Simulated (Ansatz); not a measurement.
Runs of Ansatz 0.2.0 on TiTe2. The structure is trigonal, space group P-3m1 (No. 164). Conventional cell: a = 3.777 Å, b = 3.777 Å, c = 6.498 Å, α = 90.00°, β = 90.00°, γ = 120.00°. Around Te (site symmetry 3m) lie 3 Ti at 2.77 Å. Around Ti (site symmetry -3m) lie 6 Te at 2.77 Å. 

| level | share of exact exchange | gap on the mesh (eV) | pressure (GPa) | largest force (eV/Å) |
| --- | --- | --- | --- | --- |
| r2SCAN0 form with a typed share of exact exchange | 0.1 | none | 0.4 | 0.31 |
| r2SCAN0 form with a typed share of exact exchange | 0.15 | none | 0.2 | (a) |
| r2SCAN0 form with a typed share of exact exchange | 0.35 | none | -0.6 | 0.57 |
| r2SCAN0 | 0.25 | none | (c) | 0.47 |
| r2SCAN0 form with a typed share of exact exchange | 0 | none | 1.0 | (b) |

Alike in all rows: task single point; potentials or basis Ansatz PAW; no spin polarisation; cell as given; k mesh 5 × 5 × 3; cutoff (eV) 500; smearing fermi-dirac 0.05 eV; the mesh is coarse, so values aren't converged.

Problem. Estimate the missing entries.

Solution. (a) 0.36; (b) 0.20; (c) -0.1.

Caveats: all runs use coarse meshes; the PAW data sets come from PBE, with cores solved anew for the run's functional, which leaves a small shift of forces and pressure; the thresholds are loose for stress (some runs).

A k mesh can miss the band edges, and the runs leave out spin-orbit coupling on Te.

A gap of «none» marks a metal or a gap under the smearing width.
